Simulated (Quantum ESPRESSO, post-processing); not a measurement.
# GaN/Ga(1-x)Al(x)N (10-10) interfaces, on the lattice of GaN, stepped through the share x of Al, part 5 of 9

What law, if any, do the results for GaN/Ga(1-x)Al(x)N (10-10) interfaces, on the lattice of GaN follow against the share x of Al?

Quantum ESPRESSO 7.5; plane-wave DFT, LDA, GBRV ultrasoft pseudopotentials.

So far. Step 2 (Relaxing cell and ions of the reference):  The last row is no step: it is a fresh SCF in the final cell with a new plane-wave basis, +2 meV from the row before. Step 5 (Relaxing cell and ions, 0.25):  The last row is no step: it is a fresh SCF in the final cell with a new plane-wave basis, +3 meV from the row before.

### 8. Ground state, 0.25

The self-consistent run of this member.

System of this step: GaN/Ga(1-x)Al(x)N (10-10) superlattice, x = 1/4. The cell holds 32 atoms: 14 Ga, 16 N and 2 Al. Its edges and angles: a = 3.154 Å, b = 5.142 Å, c = 21.744 Å, α = 90.0°, β = 90.0°, γ = 90.0°. The structure's axis is c.

The input, m0.scf.in:

```
&control
  prefix = 'm0.scf'
  outdir = './out'
  pseudo_dir = './pseudo'
  calculation = 'scf'
  tprnfor = .true.
/
&system
  ibrav = 0
  nat = 32
  ntyp = 3
  ecutwfc = 40
  ecutrho = 200
  occupations = 'smearing'
  smearing = 'fd'
  degauss = 0.002
/
&electrons
  conv_thr = 1e-08
  mixing_beta = 0.4
  electron_maxstep = 160
  mixing_mode = 'TF'
  mixing_ndim = 12
/
ATOMIC_SPECIES
  Ga  69.7230  ga_lda_v1.4.uspp.F.UPF
  N   14.0070  n_lda_v1.2.uspp.F.UPF
  Al  26.9815  al_lda_v1.uspp.F.UPF
CELL_PARAMETERS angstrom
  3.15391494600000 0.00000000000000 0.00000000000000
  0.00000000000000 5.14194925300000 0.00000002900000
  0.00000000000000 0.00000000000000 21.74447380800000
ATOMIC_POSITIONS crystal
  Ga  0.500000000000 0.500307347800 0.000000000000
  N   0.500000000000 0.876692535000 0.000000041301
  Ga  0.000000000000 0.000307532300 0.041870352410
  N   0.000000000000 0.376692647100 0.041870133118
  Ga  0.000000000000 0.500307498000 0.125611312449
  N   0.000000000000 0.876692616000 0.125611549528
  Ga  0.500000000000 0.000307346400 0.167481690484
  N   0.500000000000 0.376692477400 0.167481630492
  Ga  0.500000000000 0.500307347800 0.251222944654
  N   0.500000000000 0.876692535000 0.251222985955
  Ga  0.000000000000 0.000307532300 0.293093297065
  N   0.000000000000 0.376692647100 0.293093077772
  Ga  0.000000000000 0.500307498000 0.376834257103
  N   0.000000000000 0.876692616000 0.376834494182
  Ga  0.500000000000 0.000307346400 0.418704635138
  N   0.500000000000 0.376692477400 0.418704575146
  Al  0.500000000000 0.499625401400 0.502445889308
  N   0.500000000000 0.867908939300 0.502515507353
  Ga  0.000000000000 0.001161310600 0.543089786815
  N   0.000000000000 0.381048342000 0.541769912960
  Ga  0.000000000000 0.500306753600 0.626584539883
  N   0.000000000000 0.878200440900 0.626636763088
  Ga  0.500000000000 0.000930747200 0.668317535176
  N   0.500000000000 0.378818065100 0.669481604091
  Al  0.500000000000 0.499625401400 0.751222944654
  N   0.500000000000 0.867908939300 0.751292562699
  Ga  0.000000000000 0.001161310600 0.791866842161
  N   0.000000000000 0.381048342000 0.790546968306
  Ga  0.000000000000 0.500306753600 0.875361595229
  N   0.000000000000 0.878200440900 0.875413818434
  Ga  0.500000000000 0.000930747200 0.917094590522
  N   0.500000000000 0.378818065100 0.918258659437
K_POINTS automatic
  6 5 1 0 0 0
```

Run with:

```console
$ OMP_NUM_THREADS=1 mpirun -n 4 pw.x -nk 2 -in m0.scf.in > m0.scf.out
```

The program printed:

```text
[banner, memory and clock lines left out]
Program PWSCF v.7.5 starts

          URL

     Message from routine setup:
     using ibrav=0 with symmetry is DISCOURAGED, use correct ibrav instead

     bravais-lattice index     =            0
     lattice parameter (alat)  =       5.9600  a.u.
     unit-cell volume          =    2379.7058 (a.u.)^3
     number of atoms/cell      =           32
     number of atomic types    =            3
     number of electrons       =       352.00
     number of Kohn-Sham states=          211
     kinetic-energy cutoff     =      40.0000  Ry
     charge density cutoff     =     200.0000  Ry
     scf convergence threshold =      1.0E-08
     mixing beta               =       0.4000
     number of iterations used =           12  TF        mixing
     Exchange-correlation= SLA  PZ   NOGX NOGC
                           (   1   1   0   0   0   0   0)

     celldm(1)=   5.960035  celldm(2)=   0.000000  celldm(3)=   0.000000
     celldm(4)=   0.000000  celldm(5)=   0.000000  celldm(6)=   0.000000

     crystal axes: (cart. coord. in units of alat)
               a(1) = (   1.000000   0.000000   0.000000 )
               a(2) = (   0.000000   1.630339   0.000000 )
               a(3) = (   0.000000   0.000000   6.894439 )

     reciprocal axes: (cart. coord. in units 2 pi/alat)
               b(1) = (  1.000000  0.000000  0.000000 )
               b(2) = (  0.000000  0.613370  0.000000 )
               b(3) = (  0.000000 -0.000000  0.145044 )

     PseudoPot. # 1 for Ga read from file:
     ./pseudo/ga_lda_v1.4.uspp.F.UPF
     Pseudo is Ultrasoft + core correction, Zval = 19.0
     Generated by new atomic code, or converted to UPF format
     Using radial grid of  871 points,  6 beta functions with:
                l(1) =   0
                l(2) =   0
                l(3) =   1
                l(4) =   1
                l(5) =   2
                l(6) =   2
     Q(r) pseudized with  8 coefficients,  rinner =    1.250   1.250   1.250
                                                       1.250   1.250

     PseudoPot. # 2 for N  read from file:
     ./pseudo/n_lda_v1.2.uspp.F.UPF
     Pseudo is Ultrasoft + core correction, Zval =  5.0
     Generated by new atomic code, or converted to UPF format
     Using radial grid of  729 points,  4 beta functions with:
                l(1) =   0
                l(2) =   0
                l(3) =   1
                l(4) =   1
     Q(r) pseudized with  8 coefficients,  rinner =    0.900   0.900   0.900

     PseudoPot. # 3 for Al read from file:
     ./pseudo/al_lda_v1.uspp.F.UPF
     Pseudo is Ultrasoft + core correction, Zval =  3.0
     Generated by new atomic code, or converted to UPF format
     Using radial grid of  893 points,  3 beta functions with:
                l(1) =   0
                l(2) =   1
                l(3) =   2
     Q(r) pseudized with  8 coefficients,  rinner =    0.900   0.900   0.900
                                                       0.900   0.900

     atomic species   valence    mass     pseudopotential
     Ga               19.00    69.72300     Ga( 1.00)
     N                 5.00    14.00700     N ( 1.00)
     Al                3.00    26.98150     Al( 1.00)

      2 Sym. Ops. (no inversion) found

   Cartesian axes

     site n.     atom                  positions (alat units)
         1        Ga     tau(   1) = (   0.5000000   0.8156704   0.0000000  )
         2        N      tau(   2) = (   0.5000000   1.4293057   0.0000003  )
         3        Ga     tau(   3) = (   0.0000000   0.0005014   0.2886726  )
         4        N      tau(   4) = (   0.0000000   0.6141366   0.2886711  )
         5        Ga     tau(   5) = (   0.0000000   0.8156706   0.8660195  )
         6        N      tau(   6) = (   0.0000000   1.4293058   0.8660212  )
         7        Ga     tau(   7) = (   0.5000000   0.0005011   1.1546923  )
         8        N      tau(   8) = (   0.5000000   0.6141363   1.1546919  )
         9        Ga     tau(   9) = (   0.5000000   0.8156704   1.7320412  )
        10        N      tau(  10) = (   0.5000000   1.4293057   1.7320415  )
        11        Ga     tau(  11) = (   0.0000000   0.0005014   2.0207138  )
        12        N      tau(  12) = (   0.0000000   0.6141366   2.0207123  )
        13        Ga     tau(  13) = (   0.0000000   0.8156706   2.5980608  )
        14        N      tau(  14) = (   0.0000000   1.4293058   2.5980624  )
        15        Ga     tau(  15) = (   0.5000000   0.0005011   2.8867335  )
        16        N      tau(  16) = (   0.5000000   0.6141363   2.8867331  )
        17        Al     tau(  17) = (   0.5000000   0.8145586   3.4640825  )
        18        N      tau(  18) = (   0.5000000   1.4149854   3.4645625  )
        19        Ga     tau(  19) = (   0.0000000   0.0018933   3.7442993  )
        20        N      tau(  20) = (   0.0000000   0.6212378   3.7351996  )
        21        Ga     tau(  21) = (   0.0000000   0.8156694   4.3199488  )
        22        N      tau(  22) = (   0.0000000   1.4317641   4.3203089  )
        23        Ga     tau(  23) = (   0.5000000   0.0015174   4.6076744  )
        24        N      tau(  24) = (   0.5000000   0.6176017   4.6157000  )
        25        Al     tau(  25) = (   0.5000000   0.8145586   5.1792607  )
        26        N      tau(  26) = (   0.5000000   1.4149854   5.1797407  )
        27        Ga     tau(  27) = (   0.0000000   0.0018933   5.4594775  )
        28        N      tau(  28) = (   0.0000000   0.6212378   5.4503778  )
        29        Ga     tau(  29) = (   0.0000000   0.8156694   6.0351270  )
        30        N      tau(  30) = (   0.0000000   1.4317641   6.0354871  )
        31        Ga     tau(  31) = (   0.5000000   0.0015174   6.3228526  )
        32        N      tau(  32) = (   0.5000000   0.6176017   6.3308782  )

     number of k points=    12  Fermi-Dirac smearing, width (Ry)=  0.0020
                       cart. coord. in units 2pi/alat
        k(    1) = (   0.0000000   0.0000000   0.0000000), wk =   0.0666667
        k(    2) = (   0.0000000   0.1226739   0.0000000), wk =   0.1333333
        k(    3) = (   0.0000000   0.2453478   0.0000000), wk =   0.1333333
        k(    4) = (   0.1666667   0.0000000   0.0000000), wk =   0.1333333
        k(    5) = (   0.1666667   0.1226739   0.0000000), wk =   0.2666667
        k(    6) = (   0.1666667   0.2453478   0.0000000), wk =   0.2666667
        k(    7) = (   0.3333333   0.0000000   0.0000000), wk =   0.1333333
        k(    8) = (   0.3333333   0.1226739   0.0000000), wk =   0.2666667
[...]
5.0419   5.1999   5.2328   5.3157   5.3414   5.3427   5.5659   5.5913
     6.0964   6.1105   6.1762   6.2312   6.2637   6.3079   6.3261   6.3781
     6.4827   6.6871   7.1192   7.1206   7.1658   7.1794   7.7644   7.7662
     8.1360   8.1960   8.2596   8.3257   8.3756   8.4040   8.4064   8.4157
     8.5691   8.5764   8.9658   8.9760   8.9909   8.9976   9.5019   9.5525
    15.4624  15.6234  15.9163  15.9963  15.9988  16.1698  16.2029  16.2846
    16.3046  16.3671  16.4861  16.5504  16.5829  16.5860  16.6517  16.7536
    16.9108  16.9267  17.1394  17.3690  17.3785  17.6031  18.3211  18.3459
    18.5437  18.8630  19.0557  19.1108  19.2404  19.2735  19.3679  19.7167
    20.1935  20.2485  20.4705

          k =-0.5000 0.1227 0.0000 ( 10202 PWs)   bands (ev):

   -81.8629 -81.8613 -81.8607 -81.8586 -81.8584 -81.8562 -81.8232 -81.8207
   -81.8200 -81.8025 -81.8003 -81.8003 -81.7955 -81.7915 -81.7914 -81.7570
   -81.7535 -81.7528 -81.7246 -81.7212 -81.7186 -81.7008 -81.7007 -81.7002
   -81.6822 -81.6818 -81.6815 -81.6814 -81.6809 -81.6808 -81.6807 -81.6801
   -81.6796 -81.6791 -81.6789 -81.6782 -81.6765 -81.6758 -81.6750 -81.6727
   -81.6718 -81.6713  -4.5937  -4.5140  -4.5044  -4.4652  -4.4568  -4.4551
    -4.4071  -4.3849  -4.3195  -4.3170  -4.3127  -4.2878  -4.1904  -4.0939
    -3.9197  -3.9013  -2.9286  -2.9270  -2.9207  -2.9011  -2.8897  -2.8815
    -2.8757  -2.8510  -2.8354  -2.8237  -2.8202  -2.8152  -2.8115  -2.8070
    -2.7984  -2.7908  -2.7887  -2.7787  -2.7692  -2.7519  -2.7470  -2.7368
    -2.7345  -2.7206  -2.7180  -2.7147  -2.7106  -2.7090  -2.6971  -2.6957
    -2.6878  -2.6670  -2.6588  -2.6556  -2.6449  -2.6410  -2.6327  -2.6311
    -2.6251  -2.6246  -2.6141  -2.5954  -2.5943  -2.5724  -2.5675  -2.5575
    -2.5549  -2.5320  -2.5278  -2.5173  -2.5136  -2.5110  -2.4873  -2.4864
    -1.8865  -1.8338  -1.6139  -1.4744  -1.4376  -1.4004  -1.3023  -1.3008
    -1.0147  -0.9846  -0.9111  -0.8890  -0.7013  -0.6742  -0.5719  -0.5625
     3.6281   3.7369   3.9027   3.9416   4.0406   4.0923   4.3880   4.5524
     4.6132   4.8151   4.8719   4.9356   5.0720   5.1209   5.2522   5.4188
     6.3805   6.4929   6.6487   6.6787   6.7150   6.7475   6.8666   6.8999
     7.0393   7.0746   7.4091   7.4123   7.4319   7.4357   7.9056   7.9122
     8.0515   8.0758   8.5263   8.5335   8.6033   8.6414   8.6622   8.6667
     8.8370   8.8376   8.8829   8.9054   8.9525   8.9660   9.3065   9.3508
    15.0007  15.0749  15.5019  15.5205  15.5304  15.6142  15.6357  15.8209
    16.3206  16.3240  16.6154  16.6277  16.6558  16.7294  16.8936  17.0434
    17.5436  17.7433  17.7940  17.8449  17.8663  17.9838  18.3739  18.3813
    18.4924  18.6051  18.7324  18.7335  18.7655  18.7706  19.1461  19.4175
    19.9526  19.9865  20.1470

          k =-0.5000 0.2453 0.0000 ( 10224 PWs)   bands (ev):

   -81.8629 -81.8614 -81.8608 -81.8586 -81.8584 -81.8563 -81.8232 -81.8207
   -81.8201 -81.8025 -81.8004 -81.8003 -81.7955 -81.7916 -81.7915 -81.7570
   -81.7535 -81.7528 -81.7246 -81.7212 -81.7186 -81.7009 -81.7008 -81.7003
   -81.6823 -81.6819 -81.6816 -81.6814 -81.6810 -81.6809 -81.6807 -81.6801
   -81.6798 -81.6790 -81.6790 -81.6782 -81.6766 -81.6758 -81.6750 -81.6728
   -81.6718 -81.6713  -4.5289  -4.4756  -4.4645  -4.4078  -4.3890  -4.3821
    -4.3778  -4.3300  -4.3278  -4.3238  -4.3189  -4.2376  -4.2134  -4.1016
    -3.8708  -3.8531  -2.9480  -2.9302  -2.9242  -2.9125  -2.8629  -2.8601
    -2.8531  -2.8471  -2.8440  -2.8346  -2.8305  -2.8188  -2.8155  -2.8062
    -2.8029  -2.7933  -2.7918  -2.7837  -2.7784  -2.7672  -2.7621  -2.7601
    -2.7523  -2.7449  -2.7394  -2.7340  -2.7338  -2.7117  -2.6964  -2.6908
    -2.6899  -2.6765  -2.6711  -2.6711  -2.6606  -2.6423  -2.6361  -2.6252
    -2.6140  -2.6076  -2.6054  -2.6013  -2.5888  -2.5773  -2.5643  -2.5611
    -2.5517  -2.5307  -2.5267  -2.5190  -2.5108  -2.5070  -2.5006  -2.5001
    -1.8183  -1.7997  -1.4459  -1.3266  -1.2536  -1.1987  -1.1753  -1.1580
    -1.1569  -1.1204  -1.0907  -1.0695  -0.9530  -0.9044  -0.8769  -0.8749
     3.5319   3.6529   3.8337   3.8831   3.9230   3.9387   3.9756   4.1565
     4.2280   4.2642   4.3102   4.3254   4.5213   4.6393   4.7250   5.0959
     6.7054   6.7545   7.3339   7.3353   7.3799   7.3944   7.3970   7.4247
     7.9563   8.0200   8.0240   8.0467   8.1044   8.1089   8.2702   8.3130
     8.3152   8.3386   8.3696   8.3962   8.4056   8.4167   8.8140   8.8429
     8.8491   8.8918   8.9968   9.0442   9.0617   9.0939   9.1426   9.1610
    14.6096  14.7266  15.2549  15.2675  15.2755  15.3477  15.4218  15.5170
    16.0211  16.0576  16.0857  16.1549  16.3420  16.4554  16.4930  16.6177
    17.7269  18.1303  18.1975  18.2747  18.3061  18.4054  18.4821  18.4968
    18.5610  18.7012  18.7294  18.8249  18.8663  18.8868  19.1843  19.3906
    19.5056  19.5793  19.7045

     the Fermi energy is    11.3619 ev

!    total energy              =   -6147.03629775 Ry
     estimated scf accuracy    <          5.7E-09 Ry
     smearing contrib. (-TS)   =      -0.00000000 Ry
     internal energy E=F+TS    =   -6147.03629775 Ry

     The total energy is F=E-TS. E is the sum of the following terms:
     one-electron contribution =   -5335.55605062 Ry
     hartree contribution      =    2853.34520344 Ry
     xc contribution           =    -765.08573700 Ry
     ewald contribution        =   -2899.73971357 Ry

     convergence has been achieved in  31 iterations

     Forces acting on atoms (cartesian axes, Ry/au):

     atom    1 type  1   force =     0.00000000    0.00595299    0.02165987
     atom    2 type  2   force =     0.00000000   -0.00081066    0.00682202
     atom    3 type  1   force =     0.00000000    0.00063995    0.00247043
     atom    4 type  2   force =     0.00000000    0.00038480    0.00171092
     atom    5 type  1   force =     0.00000000   -0.00046497    0.00003397
     atom    6 type  2   force =     0.00000000   -0.00001795   -0.00048565
     atom    7 type  1   force =     0.00000000    0.00025571    0.00027368
     atom    8 type  2   force =     0.00000000    0.00002814   -0.00001576
     atom    9 type  1   force =     0.00000000   -0.00034908    0.00027846
     atom   10 type  2   force =     0.00000000    0.00002710    0.00004335
     atom   11 type  1   force =     0.00000000    0.00060988   -0.00012281
     atom   12 type  2   force =     0.00000000    0.00044177   -0.00047260
     atom   13 type  1   force =     0.00000000   -0.00175812   -0.00021053
     atom   14 type  2   force =     0.00000000    0.00043752    0.00010617
     atom   15 type  1   force =     0.00000000   -0.00221550   -0.00008292
     atom   16 type  2   force =     0.00000000    0.00741165    0.02777858
     atom   17 type  3   force =     0.00000000   -0.00508686   -0.01818715
     atom   18 type  2   force =     0.00000000    0.00065182   -0.00586350
     atom   19 type  1   force =     0.00000000   -0.00080759   -0.00195930
     atom   20 type  2   force =     0.00000000   -0.00026053   -0.00133702
     atom   21 type  1   force =     0.00000000    0.00075557   -0.00006958
     atom   22 type  2   force =     0.00000000    0.00006085    0.00060711
     atom   23 type  1   force =     0.00000000   -0.00015146   -0.00021796
     atom   24 type  2   force =     0.00000000    0.00021370   -0.00026643
     atom   25 type  3   force =     0.00000000   -0.00011497   -0.00030408
     atom   26 type  2   force =     0.00000000   -0.00020539   -0.00001880
     atom   27 type  1   force =     0.00000000   -0.00070086    0.00032464
     atom   28 type  2   force =     0.00000000   -0.00043502    0.00053291
     atom   29 type  1   force =     0.00000000    0.00205784   -0.00066969
     atom   30 type  2   force =     0.00000000   -0.00048151    0.00018645
     atom   31 type  1   force =     0.00000000    0.00249322   -0.00104322
     atom   32 type  2   force =     0.00000000   -0.00856203   -0.03150154

     Total force =     0.053627     Total SCF correction =     0.000651

     XML data file, charge density, pseudopotentials, collected wavefunctions

                                        0.00s GPU  (    1194 calls)
```

Elapsed: 13 min, on 4 MPI ranks of Arm Neoverse V1, shared host; peak memory 1.4 GiB.

This step gave:

- free energy: -83634.6895 eV
- Fermi energy: 11.36 eV

### 9. Potential by pp.x, 0.25

The input, m0.pot.in:

```
&inputpp
  prefix = 'm0.scf'
  outdir = './out'
  filplot = 'm0.pot.dat'
  plot_num = 11
/
```

Run with:

```console
$ OMP_NUM_THREADS=1 mpirun -n 4 pp.x -in m0.pot.in > m0.pot.out
```

The program printed:

```text
[banner, memory and clock lines left out]
Program POST-PROC v.7.5 starts

          URL

     ./out/m0.scf.save/

     IMPORTANT: XC functional enforced from input :
     Exchange-correlation= PZ
                           (   1   1   0   0   0   0   0)
     Any further DFT definition will be discarded
     Please, verify this is what you really want

     Check: negative core charge=   -0.000002

     Calling punch_plot, plot_num =  11
     Writing data to file  m0.pot.dat
     Message from routine chdens:
     namelist plot not found or invalid, exiting
```

Elapsed: 1.1 s, on 4 MPI ranks; peak memory 0.13 GiB.

The potential energy, planar mean oscillates, so the rows of the table below give means over windows of 1.36 Å about each position, cut where the curve ends. Its first 14 maxima inside the range that stand out by 2 % of the span (Å: eV): 0.5: -10.5, 1.8: 0.319, 3.2: -10.4, 4.5: 0.313, 5.9: -10.4, 7.2: 0.300, 8.6: -10.5, 10.0: 0.177, 11.3: -10.6, 12.7: 0.144, 14.0: -10.5, 15.4: 0.0249, 16.8: -10.6, 18.1: 0.156. Its first 14 minima: 0.8: -11.4, 2.8: -11.4, 3.5: -11.4, 5.5: -11.4, 6.2: -11.4, 8.3: -11.4, 9.1: -11.4, 11.0: -11.1, 11.7: -11.8, 13.7: -11.5, 14.5: -11.4, 16.4: -11.2, 17.1: -11.8, 19.1: -11.5.

Electrostatic potential energy of an electron; zero at the Fermi level. Table of potential energy, planar mean by z; means over each step:

z (Å), potential energy, planar mean (eV) and a bar from the least value:
```
     0.68      -10.1 #
     2.04       -3.5 ############################
     3.40      -10.1 #
     4.76       -3.4 #############################
     6.12      -10.2 
     7.48       -3.4 #############################
     8.84      -10.2 
    10.20       -3.2 ##############################
    11.56      -10.2 
    12.92       -3.6 ############################
    14.28      -10.3 
    15.64       -3.5 ############################
    17.00      -10.1 #
    18.36       -3.7 ###########################
    19.72      -10.1 #
    21.08       -3.1 ##############################
```

### 10. The line-up

Bulk edges are hung on the mean potential of each side.

Numbers from this step:

```
mean potential in the stack, first crystal                       : 4.557 eV
valence top over the bulk's mean potential, first crystal        : 6.085 eV
conduction bottom over the bulk's mean potential, first crystal  : 8.208 eV
slope of the running mean in the stack, first crystal            : 0.001728 eV/Å
period along the stack, first crystal                            : 5.463 Å
mean potential in the stack, second crystal                      : 4.479 eV
valence top over the bulk's mean potential, second crystal       : 5.898 eV
conduction bottom over the bulk's mean potential, second crystal : 8.411 eV
slope of the running mean in the stack, second crystal           : -0.001910 eV/Å
period along the stack, second crystal                           : 5.410 Å
```

[end of part 5 of 9]

[Logs are printed without paths, hosts, clocks, repeated set-up lines and the standing remarks that a program may print on its own settings, such as how far it seeks lower states.]

[Hosts, paths, dates, database ids (printed as entryN), source tags and the programs' standing remarks are cut or masked in the printed files.]

[Maps of the electrostatic potential energy from Ansatz leave out the sawtooth potential of an applied field or a dipole correction, so their vacuum need not be flat; planar profiles and work functions include it.]
